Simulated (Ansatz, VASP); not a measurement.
**One calculation of MoS, two programs**

```
CELL_PARAMETERS angstrom
3.00832 0.00000 0.00000
0.00000 3.00832 0.00000
0.00000 0.00000 3.00832
ATOMIC_POSITIONS crystal
Mo 0.00000 0.00000 0.00000
S 0.50000 0.50000 0.50000
```

Alike in both runs: task single point; functional PBEsol; k mesh 10 × 10 × 10; occupations gaussian, width 0.05 eV; collinear spin.

|  | VASP | Ansatz |
| --- | --- | --- |
| version | VASP 6.6.1 | Ansatz 0.2.0 |
| potentials or method | VASP PAW PBE potentials, release 64 (Mo_sv, S) | scalar-relativistic, plane waves, PAW |
| plane-wave cutoff (eV) | 520 | 420 |
| valence electrons in the cell | 20 | 20 |

VASP gave:

* gap on the k mesh at the Fermi level (eV): none
* pressure (GPa): -8.1
* net moment per atom (μB): 0.00

Task: Which values does Ansatz return?

Result: gap on the k mesh at the Fermi level (eV): none; pressure (GPa): -8.6; net moment per atom (μB): 0.00.

A gap of «none» marks a metal or a gap that the smearing closes. Ansatz warned: «seeded_moment_not_kept».

Caveats: the PAW data sets were made with another functional, which shifts forces and pressure a little (VASP).
